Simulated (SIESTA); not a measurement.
The system is ZnS (Wurtzite-4H).

```
Zn S
1.0
     3.82270    0.00000    0.00000
    -1.91135    3.31056    0.00000
     0.00000    0.00000   12.52000
Zn S
4 4
Direct
  0.66667 0.33333 0.75000
  0.33333 0.66667 0.25000
  0.00000 0.00000 0.50000
  0.00000 0.00000 0.00000
  0.66667 0.33333 0.93750
  0.33333 0.66667 0.43750
  0.00000 0.00000 0.68750
  0.00000 0.00000 0.18750
```

Base run:

```yaml
Program: SIESTA 5.4.2
Functional: PBE
Potentials_or_basis: PseudoDojo 0.4 standard (PBE files)
Basis: TZDP (energy shift 0.003 Ry; two zetas on semicore shells)
Grid_cutoff: 800 Ry
Energy_shift: 0.003 Ry
k_mesh: 8 × 8 × 3
Occupations: fermi-dirac, width 0.05 eV
Spin: no spin polarisation
```

Its results: band gap on the k mesh 2.43 eV, direct; pressure 1.5 GPa; largest force 0.042 eV/Å.

Problem. The run is repeated on the same cell with these changes: basis from TZDP (energy shift 0.003 Ry; two zetas on semicore shells) to DZP (energy shift 0.003 Ry; two zetas on semicore shells). What comes out?

Solution. Band gap on the k mesh 2.51 eV, direct; pressure 2.2 GPa; largest force 0.028 eV/Å.

Caveats: short orbitals over semicore shells can move pressures by several GPa; the valence orbitals were made in a potential fitted to the semicore shell under them, which widens gaps by tenths of an eV or more; the basis of atomic orbitals isn't converged, which shifts pressures, moduli and gaps.
